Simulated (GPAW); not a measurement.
# CdSe (F-43m) in GPAW: further runs, part 2 of 2

GPAW 26.7.0.

### 4 Single point, PBE

run.py

```python
from ase.dft.bandgap import bandgap
from ase.io import read, write
from ase.units import GPa
from gpaw import GPAW, PW

atoms = read('CdSe.xyz')

calc = GPAW(mode=PW(600),
            xc='PBE',
            kpts={'size': (2, 2, 2), 'gamma': True},
            occupations={'name': 'fermi-dirac', 'width': 0.05},
            nbands=18,
            convergence={'density': 1e-05, 'energy': 1e-05},
            maxiter=80,
            txt='gpaw.txt')
atoms.calc = calc
energy = atoms.get_potential_energy()
forces = atoms.get_forces()
stress = atoms.get_stress()
calc.write('gs.gpw')
write('result.traj', atoms)
print(f'Energy: {energy:.6f} eV')
print('Forces (eV/A):')
print(forces.round(4))
print('Stress (GPa):', (stress / GPa).round(3))
print('Fermi level:', round(calc.get_fermi_level(), 4), 'eV')
print(f'Gap: {bandgap(calc)[0]:.4f} eV, direct: {bandgap(calc, direct=True)[0]:.4f} eV')
```

CdSe.xyz

```xyz
2
Lattice="0.0000000000 3.0702711986 3.0702711986 3.0702711986 0.0000000000 3.0702711986 3.0702711986 3.0702711986 0.0000000000" Properties=species:S:1:pos:R:3 pbc="T T T"
Cd     0.0000000000      0.0000000000      0.0000000000
Se     1.5351355993      1.5351355993      1.5351355993
```

Potentials or basis: GPAW PAW data sets (gpaw-data 1.2.1), pw.

On the command line:

```console
$ OMP_NUM_THREADS=1 python run.py
```

gpaw.txt:

```text
__  _  _
 | _ |_)|_||  |
 |__||  | ||/\| - 26.7.0

Input parameters:
  mode=PW(ecut=600.0),
  convergence={'density': 1e-05, 'energy': 1e-05},
  kpts=MonkhorstPack(size=(2, 2, 2), gamma=True),
  maxiter=80,
  nbands=18,
  occupations=Occupations(name='fermi-dirac', width=0.05),
  xc=XC(name='PBE')

Diagonalizing LCAO Hamiltonian
Converting LCAO to pw mode

            Se

       Cd

Atoms  # Å, Bohr magnetons
|   | symbol |        x |        y |        z |    initial magnetic moments |
|---|--------|----------|----------|----------|-----------------------------|
| 0 |     Cd | 0.000000 | 0.000000 | 0.000000 | ( 0.0000,  0.0000,  0.0000) |
| 1 |     Se | 1.535136 | 1.535136 | 1.535136 | ( 0.0000,  0.0000,  0.0000) |

Unit cell  # Å
| periodic |        x |        y |        z |  lengths |    angles |
|----------|----------|----------|----------|----------|-----------|
|      yes | 0.000000 | 3.070271 | 3.070271 | 4.342019 | 60.000000 |
|      yes | 3.070271 | 0.000000 | 3.070271 | 4.342019 | 60.000000 |
|      yes | 3.070271 | 3.070271 | 0.000000 | 4.342019 | 60.000000 |

Number of symmetries: 24
Symmetry operations  # r_c * U_cc + t_c -> r_c
|    | kind |            matrix            |
|----|------|------------------------------|
|  0 |  E   |  1, 0, 0,  0, 1, 0,  0, 0, 1 |
|  1 |  σ   |  1, 0, 0,  0, 0, 1,  0, 1, 0 |
|  2 |  σ   |  1, 0,-1,  0, 1,-1,  0, 0,-1 |
|  3 |  C3  |  1, 0,-1,  0, 0,-1,  0, 1,-1 |
|  4 |  C3  |  1,-1, 0,  0,-1, 1,  0,-1, 0 |
|  5 |  σ   |  1,-1, 0,  0,-1, 0,  0,-1, 1 |
|  6 |  σ   |  0, 1, 0,  1, 0, 0,  0, 0, 1 |
|  7 |  C3  |  0, 1, 0,  0, 0, 1,  1, 0, 0 |
|  8 |  C2  |  0, 1,-1,  1, 0,-1,  0, 0,-1 |
|  9 |  S4  |  0, 1,-1,  0, 0,-1,  1, 0,-1 |
| 10 |  C3  |  0, 0, 1,  1, 0, 0,  0, 1, 0 |
| 11 |  σ   |  0, 0, 1,  0, 1, 0,  1, 0, 0 |
| 12 |  S4  |  0, 0,-1,  1, 0,-1,  0, 1,-1 |
| 13 |  C3  |  0, 0,-1,  0, 1,-1,  1, 0,-1 |
| 14 |  S4  |  0,-1, 1,  1,-1, 0,  0,-1, 0 |
| 15 |  C2  |  0,-1, 1,  0,-1, 0,  1,-1, 0 |
| 16 |  C3  |  0,-1, 0,  1,-1, 0,  0,-1, 1 |
| 17 |  S4  |  0,-1, 0,  0,-1, 1,  1,-1, 0 |
| 18 |  S4  | -1, 1, 0, -1, 0, 1, -1, 0, 0 |
| 19 |  C3  | -1, 1, 0, -1, 0, 0, -1, 0, 1 |
| 20 |  C3  | -1, 0, 1, -1, 1, 0, -1, 0, 0 |
| 21 |  S4  | -1, 0, 1, -1, 0, 0, -1, 1, 0 |
| 22 |  σ   | -1, 0, 0, -1, 1, 0, -1, 0, 1 |
| 23 |  C2  | -1, 0, 0, -1, 0, 1, -1, 1, 0 |

BZ-sampling:
  Number of BZ points: 8
  Number of IBZ points: 3

  Monkhorst-Pack size: [2, 2, 2]
  Monkhorst-Pack shift: [0.25, 0.25, 0.25]

K-points  # in reciprocal-cell coordinates
|   |                                coordinates |     weight |
|---|--------------------------------------------|------------|
| 0 | (  0.00000000,   0.00000000,   0.00000000) | 0.12500000 |
| 1 | (  0.50000000,   0.50000000,   0.00000000) | 0.37500000 |
| 2 | (  0.50000000,   0.50000000,   0.50000000) | 0.50000000 |

Plane wave coefficients: 1964
Cutoff: 600.0 eV

Spin-components: 1 (collinear spins)
Bands:           18
Projectors:      11
Spin-degeneracy: 2
Datatype:        complex128

Parallelization:
  kpt:    1
  domain: 1
  band:   1

Density:
  Valence electrons: 18.0
  Components: 1
  Grid points: [25 25 25]
  Charge: 0.0  # |e|

Potential:
  Grid points: [25 25 25]

species:
  Cd:
    name:    Cadmium
    Z:       48.0
    valence: 12
    core:    36
    charge:  0.0  # [|e|]
    compensation charges:
      type: gauss
      rc: 0.38  # [Å]
      lmax: 2
    cutoffs:
      filter: 2.12  # [Å]
      core: 2.62  # [Å]
    projectors
    | kind |    occ | energy [eV] | rcut [Å] |
    |------|--------|-------------|----------|
    |   5s |  2.000 |      -5.655 |    1.191 |
    |   5p |  0.000 |      -1.186 |    1.228 |
    |   4d | 10.000 |     -11.739 |    1.164 |
    |    s |        |      21.556 |    1.191 |
    |    p |        |      26.026 |    1.228 |
    |    d |        |      15.473 |    1.164 |

    Using partial waves for Cd as LCAO basis

  Se:
    name:    Selenium
    Z:       34.0
    valence: 6
    core:    28
    charge:  0.0  # [|e|]
    compensation charges:
      type: gauss
      rc: 0.27  # [Å]
      lmax: 2
    cutoffs:
      filter: 1.77  # [Å]
      core: 2.67  # [Å]
    projectors
    | kind |    occ | energy [eV] | rcut [Å] |
    |------|--------|-------------|----------|
    |   4s |  2.000 |     -17.277 |    0.847 |
    |   4p |  4.000 |      -6.512 |    1.005 |
    |    s |        |       9.935 |    0.847 |
    |    p |        |      20.699 |    1.005 |
    |    d |        |       0.000 |    0.847 |

    Using partial waves for Se as LCAO basis

Reference energy: -218276.650467  # eV

eigensolver:
  PPCG
  Converge bands: occupied
  niter=2

density mixing:
  MSR1-Mixer
  Pratt-step length: 0.05
  Maximum mixing coefficient: 0.75
  Old densities: 10
  SVD Regularization: 0.005
  Good broyden scale: 1.0
  Trust region scale: 1.0
  Backstep threshold: 4.0
  History deletion threshold: 6.0
  Fourier metric: weight=20.0, sigma=0.015

occupation numbers:
  Fermi-Dirac:
    width: 0.0500  # eV

poisson solver:
  ecut: 4800.0  # eV

xc functional:
  name: PBE with 2 nearest neighbor stencil

convergence criteria:
- Maximum integral of absolute [dens]ity change: 1e-05 electrons / valence electron
- Maximum [total energy] change in last 3 cyles: 1e-05 eV / valence electron
- Maximum integral of absolute [eigenst]ate change: 4e-08 eV^2 / valence electron
maximum number of iterations: 80

SCF iterations
|iter     | |      energy | eigst |  dens |
|---------|-|-------------|-------|-------|
|iter:   1| |   -5.201572 | -0.62 |       |
|iter:   2| |   -5.071216 | -2.53 | -1.06 |
|iter:   3| |   -4.589515 | -1.39 | -1.10 |
|iter:   4| |   -4.590776 | -3.28 | -1.70 |
|iter:   5| |   -4.590892 | -3.74 | -2.14 |
|iter:   6| |   -4.591043 | -5.10 | -2.87 |
|iter:   7| |   -4.591070c| -6.41 | -3.45 |
|iter:   8| |   -4.591077c| -7.87c| -4.39 |
|iter:   9| |   -4.591077c| -7.93c| -4.98 |
|iter:  10| |   -4.591077c| -8.76c| -5.73c|

Converged in 10 steps
Energy contributions relative to reference atoms: (reference = -218276.650467)

Energy contributions:
  Kinetic:          23.380052
  Coulomb:         -19.605562
  Zero:              0.033976
  External:          0.000000
  Xc:               -8.397174
  Entropy:          -0.004737
  Spinorbit:         0.000000
  ----------------------------
  Free energy:      -4.593446
  Extrapolated:     -4.591077

dipole moment: (-23.179377, -23.179377, -23.179377)  # |e|*Ang

Fermi level: 3.867
Eigenvalues  # (at kpt = [0.000, 0.000, 0.000])
| band index |      eig [eV] | occ [0-2] |
|------------|---------------|-----------|
|          0 |        -8.718 |     2.000 |
|          1 |        -4.507 |     2.000 |
|          2 |        -4.507 |     2.000 |
|          3 |        -4.507 |     2.000 |
|          4 |        -4.189 |     2.000 |
|          5 |        -4.189 |     2.000 |
[... 10 lines left out ...]
|         16 |        15.459 |     0.000 |
|         17 |        15.459 |     0.000 |

Gap: 0.375 eV
Transition (v -> c):
  (s=0, k=0, n=8, [0.00, 0.00, 0.00]) -> (s=0, k=0, n=9, [0.00, 0.00, 0.00])
No difference between direct/indirect transitions

Forces  # eV/Ang
|       x |        y |       z |
|---------|----------|---------|
| 0.00000 | -0.00000 | 0.00000 |  # Cd   0
| 0.00000 | -0.00000 | 0.00000 |  # Se   1

Stress tensor  # eV/Ang^3
|         x |         y |         z |
|-----------|-----------|-----------|
| -0.028442 | -0.000000 |  0.000000 |
| -0.000000 | -0.028442 |  0.000000 |
|  0.000000 |  0.000000 | -0.028442 |

# Writing to gs.gpw (mode='')
```

Wall time 3.9 s (1 thread of Arm Neoverse V1, shared host); peak memory 0.14 GiB.

The run converged, but some of its settings lie outside the range that counts as converged, so its numbers aren't taken as properties of the crystal.

What came out:

* Free energy: -4.5934 eV
* Pressure: 4.6 GPa
* Band gap on the k mesh: 0.37 eV, direct

Caveat: the k mesh is coarse (spacing up to 0.89 Å⁻¹), so the values aren't converged.
